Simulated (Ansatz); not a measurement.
**From the elastic tensor of Hf to moduli and sound speeds**

Method: DFT PBE, scalar-relativistic, plane waves, PAW (Ansatz). Plane waves to 420 eV; Γ-centred k mesh 24×24×24; Fermi-Dirac smearing of 0.15 eV. No spin polarisation.

Space group Fm-3m (No. 225), cubic, a = 4.491 Å. Hf has 12 Hf at 3.18 Å.

The cell was relaxed from a distorted copy of a database structure. In a metal, frequencies and elastic constants depend on the k mesh and the smearing, soft modes and shear constants most. Spin–orbit coupling is left out, which matters for heavy elements. This form isn't the element's ground state: it lies 71 meV/atom above the standard structure at this level.

Relaxed-ion constants (GPa, on the Cartesian axes of the calculation):
```
130.2  86.6  86.6   0.0   0.0   0.0
 86.6 130.2  86.6   0.0   0.0   0.0
 86.6  86.6 130.2   0.0   0.0   0.0
  0.0   0.0   0.0  68.3   0.0   0.0
  0.0   0.0   0.0   0.0  68.3   0.0
  0.0   0.0   0.0   0.0   0.0  68.3
```

Density 13.093 g/cm³; 1 atom in 22.64 Å³.

With S = C⁻¹: B_V = (C11+C22+C33+2(C12+C13+C23))/9, G_V = (C11+C22+C33−C12−C13−C23+3(C44+C55+C66))/15, 1/B_R = S11+S22+S33+2(S12+S13+S23), 15/G_R = 4(S11+S22+S33−S12−S13−S23)+3(S44+S55+S66); Hill is their mean. Then v_l = √((B+4G/3)/ρ), v_t = √(G/ρ), v_m = [(2/v_t³+1/v_l³)/3]^(−1/3) and Θ = (ħ/k_B)·v_m·(6π²n/V)^(1/3) for n atoms in the volume V; E = 9BG/(3B+G), ν = (3B−2G)/(2(3B+G)) and A^U = 5G_V/G_R + B_V/B_R − 6.

- Bulk modulus, Voigt / Reuss / Hill: 101.1 / 101.1 / 101.1 GPa
- Shear modulus, Voigt / Reuss / Hill: 49.7 / 36.9 / 43.3 GPa
- Young's modulus: 114 GPa
- Poisson ratio: 0.313
- Pugh ratio B/G: 2.34 (over 1.75, the rule of thumb for ductile)
- Universal anisotropy index: 1.74
- Longitudinal and transverse sound speeds: 3483 and 1818 m/s
- Debye temperature from the mean sound speed: 214 K
